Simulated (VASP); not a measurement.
# InSb (F-43m) in VASP: further runs

One crystal, InSb, is run at these levels: PBE; tasks: relaxation of cell and atoms.

Everything below comes from runs of VASP 6.6.1. Logs are shortened: lines on timing, memory, paths and dates and some standing lists are left out, and cuts for length are marked.

## (1) The crystal as given

Symmetry: F-43m, No. 216, cubic system. The conventional cell has a = 6.478 Å, b = 6.478 Å, c = 6.478 Å, α = 90.00°, β = 90.00°, γ = 90.00°. In (site symmetry -43m) has 4 Sb at 2.81 Å as nearest neighbours. Sb (site symmetry -43m) has 4 In at 2.81 Å as nearest neighbours.

## (2) Relaxation of cell and atoms, PBE

INCAR

```
PREC = Accurate
ENCUT = 600
EDIFF = 1E-6
ISMEAR = 0
SIGMA = 0.03
LREAL = F
LASPH = T
NELM = 80
ALGO = Normal
ISIF = 3
LWAVE = F
LCHARG = F
GGA = PE
IBRION = 2
NSW = 90
EDIFFG = -0.01
```

KPOINTS

```
Automatic mesh
0
Gamma
  10 10 10
```

POSCAR

```
InSb
1.0
    0.0000000000      3.2391000000      3.2391000000
    3.2391000000      0.0000000000      3.2391000000
    3.2391000000      3.2391000000      0.0000000000
In Sb
1 1
Direct
    0.0000000000      0.0000000000      0.0000000000
    0.2500000000      0.2500000000      0.2500000000
```

Potentials or basis: VASP PAW PBE potentials, release 64 (In_d, Sb).

Command:

```bash
cat potpaw_PBE.64/In_d/POTCAR potpaw_PBE.64/Sb/POTCAR > POTCAR
mpirun -np 1 vasp_std > vasp.out
```

OUTCAR:

```text
PREC = Accurate
   ENCUT = 600
   EDIFF = 1E-6
   ISMEAR = 0
   LREAL = F
   LASPH = T
   NELM = 80
   ISIF = 3
   GGA = PE
   IBRION = 2
   NSW = 90
   EDIFFG = -0.01

 ion  position               nearest neighbor table
   1  0.000  0.000  0.000-   2 2.81   2 2.81   2 2.81   2 2.81
   2  0.250  0.250  0.250-   1 2.81   1 2.81   1 2.81   1 2.81

  LATTYP: Found a face centered cubic cell.
 ALAT       =     6.4782000000

  Lattice vectors:

 A1 = (   0.0000000000,   3.2391000000,   3.2391000000)
 A2 = (   3.2391000000,   0.0000000000,   3.2391000000)
 A3 = (   3.2391000000,   3.2391000000,   0.0000000000)

Analysis of symmetry for initial positions (statically):
=====================================================================
 Subroutine PRICEL returns:
 Original cell was already a primitive cell.

 Routine SETGRP: Setting up the symmetry group for a
 face centered cubic supercell.

 Subroutine GETGRP returns: Found 24 space group operations
 (whereof 24 operations were pure point group operations)
 out of a pool of 48 trial point group operations.

The static configuration has the point symmetry T_d .

Analysis of symmetry for dynamics (positions and initial velocities):
=====================================================================
 Subroutine PRICEL returns:
 Original cell was already a primitive cell.

 Routine SETGRP: Setting up the symmetry group for a
 face centered cubic supercell.

 Subroutine GETGRP returns: Found 24 space group operations
 (whereof 24 operations were pure point group operations)
 out of a pool of 48 trial point group operations.

The dynamic configuration has the point symmetry T_d .

 Subroutine INISYM returns: Found 24 space group operations
 (whereof 24 operations are pure point group operations),
 and found     1 'primitive' translations

----------------------------------------------------------------------------------------

                                     Primitive cell

  volume of cell :      67.9678

  direct lattice vectors                    reciprocal lattice vectors
     0.000000000  3.239100000  3.239100000    -0.154363867  0.154363867  0.154363867
     3.239100000  0.000000000  3.239100000     0.154363867 -0.154363867  0.154363867
     3.239100000  3.239100000  0.000000000     0.154363867  0.154363867 -0.154363867

  length of vectors
     4.580779150  4.580779150  4.580779150     0.267366060  0.267366060  0.267366060

  position of ions in fractional coordinates (direct lattice)
     0.000000000  0.000000000  0.000000000
     0.250000000  0.250000000  0.250000000

  ion indices of the primitive-cell ions
   primitive index   ion index
                 1           1
                 2           2

----------------------------------------------------------------------------------------

 KPOINTS: Automatic mesh

Automatic generation of k-mesh.
 Grid dimensions read from file:
 generate k-points for:   10   10   10

 Generating k-lattice:

  Cartesian coordinates                     Fractional coordinates (reciprocal lattice)
    -0.015436387  0.015436387  0.015436387     0.100000000  0.000000000  0.000000000
     0.015436387 -0.015436387  0.015436387     0.000000000  0.100000000  0.000000000
     0.015436387  0.015436387 -0.015436387     0.000000000  0.000000000  0.100000000

  Length of vectors
     0.026736606  0.026736606  0.026736606

  Shift w.r.t. Gamma in fractional coordinates (k-lattice)
     0.000000000  0.000000000  0.000000000

 Subroutine IBZKPT returns following result:
 ===========================================

 Found     47 irreducible k-points:

 Following reciprocal coordinates:
            Coordinates               Weight
  0.000000  0.000000  0.000000      1.000000
  0.100000  0.000000  0.000000      8.000000
  0.200000  0.000000  0.000000      8.000000
  0.300000  0.000000  0.000000      8.000000
  0.400000  0.000000  0.000000      8.000000
  0.500000  0.000000  0.000000      4.000000
[... 16 lines left out ...]
  0.300000  0.300000  0.000000      6.000000
  0.400000  0.300000  0.000000     24.000000
 [... further k-points ...]
   k-points           NKPTS =     47   k-points in BZ     NKDIM =     47   number of bands    NBANDS=     13
   number of dos      NEDOS =    301   number of ions     NIONS =      2
   total plane-waves  NPLWV =  64000
   dimension x,y,z NGX =    40 NGY =   40 NGZ =   40
   dimension x,y,z NGXF=    80 NGYF=   80 NGZF=   80
   ions per type =               1   1
   NGX,Y,Z   is equivalent  to a cutoff of  14.52, 14.52, 14.52 a.u.
   NGXF,Y,Z  is equivalent  to a cutoff of  29.03, 29.03, 29.03 a.u.
 SYSTEM =  unknown system
   PREC   = accura    normal or accurate (medium, high low for compatibility)
   ISTART =      0    job   : 0-new  1-cont  2-samecut
   ICHARG =      2    charge: 1-file 2-atom 10-const
   ISPIN  =      1    spin polarized calculation?
   LNONCOLLINEAR =      F non collinear calculations
   LSORBIT =      F    spin-orbit coupling
   LASPH  =      T    aspherical Exc in radial PAW
   ENCUT  =  600.0 eV  44.10 Ry    6.64 a.u.   9.15  9.15  9.15*2*pi/ulx,y,z
   NELM   =     80;   NELMIN=  2; NELMDL= -5     # of ELM steps
   EDIFF  = 0.1E-05   stopping-criterion for ELM
   LREAL  =      F    real-space projection
   EDIFFG = -.1E-01   stopping-criterion for IOM
   NSW    =     90    number of steps for IOM
   IBRION =      2    ionic relax: 0-MD 1-quasi-New 2-CG
   NFREE  =      1    steps in history (QN), initial steepest desc. (CG)
   ISIF   =      3    stress and relaxation
   ISYM   =      2    0-nonsym 1-usesym 2-fastsym
   POTIM  = 0.5000    time-step for ionic-motion
   TEBEG  =    0.0;   TEEND  =   0.0 temperature during run
   PSTRESS=    0.0 pullay stress
   NELECT =      18.0000    total number of electrons
   NUPDOWN=      -1.0000    fix difference up-down
   EMIN   =  10.00;   EMAX   =-10.00  energy-range for DOS
   EFERMI =   0.00;   METHOD = LEGACY
   ISMEAR =     0;   SIGMA  =   0.03  broadening in eV -4-tet -1-fermi 0-gaus
   EFERMI_NEDOS =   21; number of points for ismear=-14 and -15
   IALGO  =     38    algorithm
   IMIX   =      4    mixing-type and parameters
     AMIX     =   0.40;   BMIX     =  1.00
     AMIX_MAG =   1.60;   BMIX_MAG =  1.00
  volume/ion in A,a.u.               =      33.98       229.33
  Fermi-wavevector in a.u.,A,eV,Ry     =   1.051311  1.986690 15.037912  1.105255
  Thomas-Fermi vector in A             =   2.186349
   LORBIT       =      0    0 simple, 1 ext, 2 COOP (PROOUT), +10 PAW based schemes
   GGA     = PE    functional components
   LHFCALC =     F    Hartree Fock is set to
   AEXX    =    0.0000 exact exchange contribution
   IVDW    =     0    specifies the selected vdW correction
   LEPSILON=     F    determine dielectric tensor
   LRPA    =     F    only Hartree local field effects (RPA)
 conjugate gradient relaxation of ions
 non-spin polarized calculation
 Gauss-broadening in eV      SIGMA  =   0.03
  energy-cutoff  :      600.00
  volume of cell :       67.97
 maximum number of plane-waves:      2288
 NGX is ok and might be reduce to    40
   NGX = 19   NGY = 19   NGZ = 19

--------------------------------------- Ionic step        1  -------------------------------------------

 number of electron      18.0000001 magnetization

 Free energy of the ion-electron system (eV)
  ---------------------------------------------------
  ext. energy  EPLUGINS =         0.00000000
  ---------------------------------------------------
  free energy    TOTEN  =        -6.90581565 eV

  energy without entropy =       -6.90576937  energy(sigma->0) =       -6.90579251

 E-fermi :   5.1186     XC(G=0):  -8.6873

 val. band max:        5.1094856553   @ k =   0.0000   0.0000   0.0000
 cond. band min:       5.6479510241   @ k =   0.5000   0.0000   0.0000
 fundamental gap:      0.5384653688
 Fermi energy:         5.1186226859

 k-point     1 :       0.0000    0.0000    0.0000
  band No.  band energies     occupation
      1      -9.4972      2.00000
      2      -9.4972      2.00000
      3      -9.4972      2.00000
      4      -9.4119      2.00000
      5      -9.4119      2.00000
      6      -5.6108      2.00000
      7       4.9220      2.00000
      8       5.1095      1.33333
      9       5.1095      1.33333
     10       5.1095      1.33333
     11       8.0694      0.00000
     12       8.0694      0.00000
     13       8.0694      0.00000

 k-point     2 :       0.1000    0.0000    0.0000
  band No.  band energies     occupation
      1      -9.5018      2.00000
      2      -9.4950      2.00000
      3      -9.4950      2.00000
      4      -9.4121      2.00000
      5      -9.4121      2.00000
      6      -5.5196      2.00000
      7       3.6199      2.00000
      8       4.9691      2.00000
      9       4.9691      2.00000
     10       5.9497      0.00000
     11       8.2641      0.00000
[... 412 lines left out ...]
 POSITION                                       TOTAL-FORCE (eV/Angst)
 -----------------------------------------------------------------------------------
      6.68614      6.68614      6.68614         0.000000      0.000000      0.000000
      1.67153      1.67153      1.67153        -0.000000     -0.000000     -0.000000
 -----------------------------------------------------------------------------------
    total drift:                               -0.000000     -0.000000     -0.000000

  FREE ENERGIE OF THE ION-ELECTRON SYSTEM (eV)
  ---------------------------------------------------
  free  energy   TOTEN  =        -6.9472619262 eV

  energy  without entropy=       -6.9472156475  energy(sigma->0) =       -6.94723879

--------------------------------------- Ionic step        3  -------------------------------------------

 number of electron      18.0000000 magnetization

 Free energy of the ion-electron system (eV)
  ---------------------------------------------------
  ext. energy  EPLUGINS =         0.00000000
  ---------------------------------------------------
  free energy    TOTEN  =        -6.95175201 eV

  energy without entropy =       -6.95170573  energy(sigma->0) =       -6.95172887

 E-fermi :   4.3948     XC(G=0):  -8.3856

 val. band max:        4.3856524077   @ k =   0.0000   0.0000   0.0000
 cond. band min:       4.8055131054   @ k =   0.5000   0.0000   0.0000
 fundamental gap:      0.4198606977
 Fermi energy:         4.3947894160

 k-point     1 :       0.0000    0.0000    0.0000
  band No.  band energies     occupation
      1     -10.0841      2.00000
      2     -10.0841      2.00000
      3     -10.0841      2.00000
      4     -10.0171      2.00000
      5     -10.0171      2.00000
      6      -5.9044      2.00000
      7       3.7987      2.00000
      8       4.3857      1.33334
      9       4.3857      1.33333
     10       4.3857      1.33333
     11       7.3510      0.00000
     12       7.3510      0.00000
     13       7.3510      0.00000

 k-point     2 :       0.1000    0.0000    0.0000
  band No.  band energies     occupation
      1     -10.0874      2.00000
      2     -10.0825      2.00000
      3     -10.0825      2.00000
      4     -10.0172      2.00000
      5     -10.0172      2.00000
      6      -5.8226      2.00000
      7       2.7868      2.00000
      8       4.2628      2.00000
      9       4.2628      2.00000
     10       5.0111      0.00000
     11       7.5179      0.00000
[... 376 lines left out ...]
 POSITION                                       TOTAL-FORCE (eV/Angst)
 -----------------------------------------------------------------------------------
      0.00000      0.00000      0.00000        -0.000000     -0.000000     -0.000000
      1.65841      1.65841      1.65841         0.000000      0.000000      0.000000
 -----------------------------------------------------------------------------------
    total drift:                               -0.000000     -0.000000     -0.000000

  FREE ENERGIE OF THE ION-ELECTRON SYSTEM (eV)
  ---------------------------------------------------
  free  energy   TOTEN  =        -6.9517520101 eV

  energy  without entropy=       -6.9517057314  energy(sigma->0) =       -6.95172887

 reached required accuracy - stopping structural energy minimisation
```

Wall time 80 s (1 thread of Intel Xeon Platinum 8488C (Sapphire Rapids), shared host); peak memory 0.27 GiB.

Results:

* Free energy: -6.9518 eV
* Relaxed volume: 36.49 Å³/atom
* Relaxed cell: a = 4.691 Å, b = 4.691 Å, c = 4.691 Å, α = 60.00°, β = 60.00°, γ = 60.00°
* Space group after relaxing (to 0.05 Å): F-43m (No. 216)
* Energy gained by relaxing: 23.0 meV/atom
* Ionic steps: 3
* Pressure after relaxing: 0.0 GPa
* Band gap on the k mesh: none (metal or under the smearing width)

Step by step:
```csv
step,energy change (eV),largest force (eV/Å),pressure (GPa),volume (Å³)
1,0.0000,0.0000,3.14,67.97
2,-0.0414,0.0000,-0.83,74.72
3,-0.0459,0.0000,0.02,72.98
```

Final structure:
```cif
data_structure
_symmetry_space_group_name_H-M 'P 1'
_symmetry_Int_Tables_number 1
_cell_length_a 4.6907
_cell_length_b 4.6907
_cell_length_c 4.6907
_cell_angle_alpha 60.000
_cell_angle_beta 60.000
_cell_angle_gamma 60.000
_cell_volume 72.98
loop_
_atom_site_label
_atom_site_type_symbol
_atom_site_fract_x
_atom_site_fract_y
_atom_site_fract_z
_atom_site_occupancy
In1 In 0.00000 0.00000 0.00000 1
Sb1 Sb 0.25000 0.25000 0.25000 1
```

Caveat: this crystal is a semiconductor, whose small gap the functional closes, so the metal is an error of the method. PBE usually gives volumes a little too large and moduli too small.

(Continued in part 2 of 2.)
